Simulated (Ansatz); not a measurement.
# SnO2 (P4_2/mnm): relaxations under a series of pressures from a Python script

How does SnO2 (P4_2/mnm) give way under pressure? Aim: relaxations under a series of pressures, for SnO2 (P4_2/mnm), run from a script.

Program: Ansatz 0.2.0, driven from Python. Level of theory: DFT PBE+D3(BJ) with three-body term, plane waves, PAW. These are calculated values, not measurements.

## Step 1: The system

It takes space group P4_2/mnm (No. 136, tetragonal). Conventional cell: a = 4.738 Å, b = 4.738 Å, c = 3.187 Å, α = 90.00°, β = 90.00°, γ = 90.00°. Sn (site symmetry mmm) has 6 O at 2.05 to 2.06 Å as nearest neighbours. O (site symmetry m2m) has 3 Sn at 2.05 to 2.06 Å as nearest neighbours.

No structure file is read: the coordinates are typed or built in the script.

## Step 2: Script

File compress_sno2.py:

```python
import argparse
import warnings

import ansatz
import numpy as np
import pandas as pd

parser = argparse.ArgumentParser(description='Cell of SnO2 under pressure.')
parser.add_argument('--kmesh', type=int, nargs=3, required=True, help='k-point sampling')
parser.add_argument('--dispersion', required=True, help='dispersion correction')
parser.add_argument('--max-iterations', type=int, required=True, help='most SCF iterations')
parser.add_argument('--sigma', type=float, default=0.01, help='smearing width (eV)')
args = parser.parse_args()

def edges_and_angles(cell):
    cell = np.asarray(cell)
    a, b, c = np.linalg.norm(cell, axis=1)
    cosines = cell[1] @ cell[2] / (b * c), cell[0] @ cell[2] / (a * c), cell[0] @ cell[1] / (a * b)
    return (a, b, c, *np.degrees(np.arccos(cosines)))

warnings.simplefilter('ignore', ansatz.DeckWarning)

cell = (
    ansatz.Lattice.from_parameters(4.738, 4.738, 3.1865, alpha=90, beta=90, gamma=90)
    .space_group(136, hermann_mauguin='P42/mnm')
    .atom('Sn', [0.0, 0.0, 0.0])
    .atom('O', [0.3071, 0.3071, 0.0])
)

calculation = (
    cell.calculation()
    .kpoints(*args.kmesh)
    .functional(ansatz.Functional.PBE, dispersion=args.dispersion)
    .scf(max_iterations=args.max_iterations, algorithm='density_mixing')
    .pseudopotentials('paw')
    .occupations(ansatz.OccupationsMethod.METHFESSEL_PAXTON, width=args.sigma)
)

rows = []
for pressure in [-2, 0, 2, 5, 10]:
    out = calculation.relax(cell=True, pressure=pressure, force_tolerance=0.001, density_extrapolation='second_order').run()
    cell = out.lattice.cell_ang
    n_atoms = len(out.lattice.sites)
    volume = abs(np.linalg.det(cell)) / n_atoms
    enthalpy = out.report['free_energy_ev'] / n_atoms + pressure * volume / 160.21766
    rows.append((pressure, volume, enthalpy, *edges_and_angles(cell)))
    print(f'{pressure} GPa done: {volume:.4f} A^3/atom')

table = pd.DataFrame(rows, columns=['P_GPa', 'V_A3_atom', 'H_eV_atom', 'a', 'b', 'c', 'alpha', 'beta', 'gamma'])
print(table.round(4).to_string(index=False))
p, v = np.array([row[0] for row in rows], float), np.array([row[1] for row in rows])
print('mean bulk modulus between rows (GPa):', np.round(-np.diff(p) / np.diff(np.log(v)), 1))
```

## Step 3: The input behind the calls

The package turns the script's settings into the engine's input (first run):

```yaml
crystal:
  lattice:
    a: 4.738
    b: 4.738
    c: 3.1865
    alpha: 90.0
    beta: 90.0
    gamma: 90.0
  space_group: 136
  setting:
    hermann_mauguin: P42/mnm
  atoms:
    - { symbol: Sn, position: [0.0, 0.0, 0.0] }
    - { symbol: O, position: [0.3071, 0.3071, 0.0] }
kpoints:
  mp_grid:
    grid: [3, 3, 4]
hamiltonian:
  xc: pbe
  dispersion: d3bjatm
  pseudopotentials:
    kind: paw
scf:
  max_iter: 150
  algorithm: density_mixing
  occupations:
    method: methfessel_paxton
    width: 0.01
relax:
  f_tol: 0.001
  density_extrapolation: second_order
  cell:
    p_target: -2.0
```

## Step 4: The run

Command:

```
> python compress_sno2.py --kmesh 3 3 4 --dispersion d3bjatm --max-iterations 150
```

The program printed:

```text
-2 GPa done: 12.5265 A^3/atom
0 GPa done: 12.3832 A^3/atom
2 GPa done: 12.2500 A^3/atom
5 GPa done: 12.0656 A^3/atom
10 GPa done: 11.7898 A^3/atom
 P_GPa  V_A3_atom  H_eV_atom      a      b      c  alpha  beta  gamma
    -2    12.5265 -2386.6815 4.8180 4.8180 3.2378   90.0  90.0   90.0
     0    12.3832 -2386.5260 4.7950 4.7950 3.2315   90.0  90.0   90.0
     2    12.2500 -2386.3722 4.7738 4.7738 3.2252   90.0  90.0   90.0
     5    12.0656 -2386.1448 4.7443 4.7443 3.2164   90.0  90.0   90.0
    10    11.7898 -2385.7726 4.6998 4.6998 3.2025   90.0  90.0   90.0
mean bulk modulus between rows (GPa): [173.9 184.9 197.9 216.2]
```

Run time: 22 s. Hardware: 1 thread of AMD EPYC 9R45 (Zen 5), shared host; peak memory 0.49 GiB.

## Step 5: Run by run

One row for each of the 5 runs:

| run | pressure asked (GPa) | energy from run 2 (meV/atom) | final volume (Å³/atom) | pressure (GPa) | SCF cycles in all | CPU time (s) |
| --- | --- | --- | --- | --- | --- | --- |
| 1 | -2 | 0.86 | 12.53 | -1.97 | 38 | 4.3 |
| 2 | 0 | 0.00 | 12.38 | 0.02 | 38 | 4.2 |
| 3 | 2 | 0.86 | 12.25 | 2.01 | 37 | 4.2 |
| 4 | 5 | 4.70 | 12.07 | 5.00 | 37 | 4.2 |
| 5 | 10 | 17.58 | 11.79 | 10.00 | 37 | 4.2 |

## Step 6: How the relaxation of run 1 went

Relaxation path:

| step | energy from step 1 (eV/cell) | largest force component (eV/Å) | pressure (GPa) | volume (Å³) |
| --- | --- | --- | --- | --- |
| 1 | 0.0000 | 0.1989 | 8.26 | 71.53 |
| 2 | -0.0486 | 0.0089 | -1.54 | 74.84 |
| 3 | -0.0464 | 0.0344 | -2.03 | 74.99 |
| 4 | -0.0468 | 0.0066 | -2.00 | 74.99 |
| 5 | -0.0470 | 0.0001 | -2.00 | 74.98 |
| 6 | -0.0699 | 0.0005 | -1.57 | 74.98 |
| 7 | -0.0670 | 0.0003 | -1.98 | 75.16 |
| 8 | -0.0680 | 0.0003 | -1.97 | 75.16 |

Step 1 is the start. Steps 6, 8 each repeat the geometry before them on a plane-wave basis chosen anew, so the energy can jump there without any move.

«Before» is this run's own start.

|  | before | after | change |
| --- | --- | --- | --- |
| a (Å) | 4.738 | 4.818 | +1.7 % |
| b (Å) | 4.738 | 4.818 | +1.7 % |
| c (Å) | 3.187 | 3.238 | +1.6 % |
| volume (Å³/atom) | 11.92 | 12.53 | +5.1 % |
| shortest distance (Å) | 2.052 | 2.088 | +1.8 % |
| space group (0.01 Å) | P4_2/mnm | P4_2/mnm | same |

The run keeps the 16 symmetry operations of the start, so it could not have lowered the symmetry.

Under a set pressure the enthalpy E + pV is minimised, so E itself may rise.

## Step 7: How the relaxation of run 5 went

The steps of the relaxation:

```
step  E - E(step 1) (eV/cell)  largest force component (eV/Å)  pressure (GPa)  volume (Å³)
   1                   0.0000                          0.1989            8.26        71.53
   2                   0.0269                          0.1031           10.16        70.83
   3                   0.0273                          0.0117            9.97        70.77
   4                   0.0275                          0.0021           10.00        70.77
   5                   0.0273                          0.0000           10.00        70.77
   6                   0.0303                          0.0010            9.92        70.77
   7                   0.0321                          0.0002           10.00        70.74
   8                   0.0323                          0.0002           10.00        70.74
```

Step 1 is the start. Steps 6, 8 each repeat the geometry before them on a plane-wave basis chosen anew, so the energy can jump there without any move.

«Before» is this run's own start.

|  | before | after | change |
| --- | --- | --- | --- |
| a (Å) | 4.738 | 4.700 | -0.8 % |
| b (Å) | 4.738 | 4.700 | -0.8 % |
| c (Å) | 3.187 | 3.203 | +0.5 % |
| volume (Å³/atom) | 11.92 | 11.79 | -1.1 % |
| shortest distance (Å) | 2.052 | 2.031 | -1.0 % |
| space group (0.01 Å) | P4_2/mnm | P4_2/mnm | same |

The run keeps the 16 symmetry operations of the start, so it could not have lowered the symmetry.

Under a set pressure the enthalpy E + pV is minimised, so E itself may rise.

## Step 8: Outcome

| quantity | value |
| --- | --- |
| bulk modulus between neighbouring pressures | 173.9 to 216.2 GPa |
| runs compared | 5 |
| range of energy | 17.58 meV/atom |

In words: The crystal stiffens as it is compressed. The volume falls from 12.53 Å³ an atom at -2 GPa to 11.79 at 10 GPa, by 5.9 %. Between -2 and 0 GPa, -V dP/dV is about 174 GPa, a mean over that step. In run 1, over 5 moves the cell grew by 5.1 % in volume under the -2 GPa asked, and the space group stayed P4_2/mnm. In run 5, over 5 moves the cell shrank by 1.1 % in volume under the 10 GPa asked, and the space group stayed P4_2/mnm. Reading the output:
- At a fixed pressure a relaxation lowers the enthalpy F + PV, while F alone can rise.
- The k-point mesh is coarse, and energy and stress weren't tested for convergence.
- Symmetry holds the cell in this phase, so another phase that may be stable under pressure is not reached.
